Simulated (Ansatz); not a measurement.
Runs of Ansatz 0.2.0 on C. It takes space group Fd-3m (No. 227, cubic). The conventional cell has a = 3.567 Å, b = 3.567 Å, c = 3.567 Å, α = 90.00°, β = 90.00°, γ = 90.00°. Around C (site symmetry -43m) lie 4 C at 1.54 Å. This isn't the form of C at room conditions, which is graphite.

```tsv
task	level	cell	k mesh	cutoff (eV)	target pressure (GPa)	mesh quality	gap on the mesh (eV)	pressure (GPa)
projected density of states	RPBE	as given	7 × 7 × 7	420	-	coarse	4.27	8.0
relaxation of cell and atoms	PBEsol	relaxed to 30 GPa	13 × 13 × 13	420	30	not flagged	4.18	30.0
relaxation of cell and atoms	PBEsol	relaxed to 2 GPa	13 × 13 × 13	420	2	not flagged	(b)	2.0
relaxation of cell and atoms	PBEsol	relaxed to 20 GPa	13 × 13 × 13	420	20	not flagged	(a)	20.0
projected density of states	r2SCAN0	as given	7 × 7 × 7	500	-	coarse	6.27	-10.4
```

Alike in all rows: potentials or basis Ansatz PAW; no spin polarisation; smearing fermi-dirac 0.05 eV.

Question: Estimate the missing entries.

Answer: (a) 4.13; (b) 4.05.

Caveats: some runs use coarse meshes; odd divisions of the mesh miss points on the zone boundary, where band edges often lie, so the gap on the mesh can be too wide; the PAW data sets come from PBE, with cores solved anew for the run's functional, which leaves a small shift of forces and pressure; the plane-wave basis is chosen anew once the cell has moved, so the energies of steps on either side of that aren't comparable (some runs); the density of states is complete only up to the lowest level of the last band computed (some runs); the thresholds are loose for stress (some runs).

A k mesh can miss the band edges.

Runs at the PBE level aren't shown here.
